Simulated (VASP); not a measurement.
A run of VASP 6.6.1:

Contents of run.py:

```python
from ase.calculators.vasp import Vasp
from ase.dft.bandgap import bandgap
from ase.io import read

atoms = read('POSCAR')
calc = Vasp(
    directory='calc',
    xc='pbe',
    pp='PBE',
    setups='recommended',
    prec='Accurate',
    encut=520,
    ediff=1e-07,
    ismear=0,
    sigma=0.1,
    lreal=False,
    lasph=True,
    nelm=60,
    algo='Normal',
    isif=2,
    lwave=False,
    lcharg=False,
    kpts=[12, 12, 12],
    gamma=True,
)
atoms.calc = calc

print('energy (eV):', atoms.get_potential_energy())
print('free energy (eV):', atoms.get_potential_energy(force_consistent=True))
print('forces (eV/A):')
print(atoms.get_forces())
print('stress (eV/A^3, Voigt):', atoms.get_stress())
print('Fermi level (eV):', calc.get_fermi_level())
gap, top, bottom = bandgap(calc)
print('band gap (eV):', gap, 'from (spin, k, band)', top, 'to', bottom)
```

File POSCAR:

```
Zn
1.0
    0.0000000000      1.9647760000      1.9647760000
    1.9647760000      0.0000000000      1.9647760000
    1.9647760000      1.9647760000      0.0000000000
Zn
1
Direct
    0.0000000000      0.0000000000      0.0000000000
```

Potentials or basis: VASP PAW PBE potentials, release 64 (Zn).

Launch:

```sh
$ python run.py
```

Hardware: 1 thread of Intel(R) Xeon(R) 6975P-C (Granite Rapids), with other jobs on the host.

Problem. Estimate the wall time of this run.

Solution. Wall time 9.1 s on 1 thread of Intel(R) Xeon(R) 6975P-C (Granite Rapids) (shared host), peak memory 0.13 GiB. Counts: scf iterations 12, k points 72.
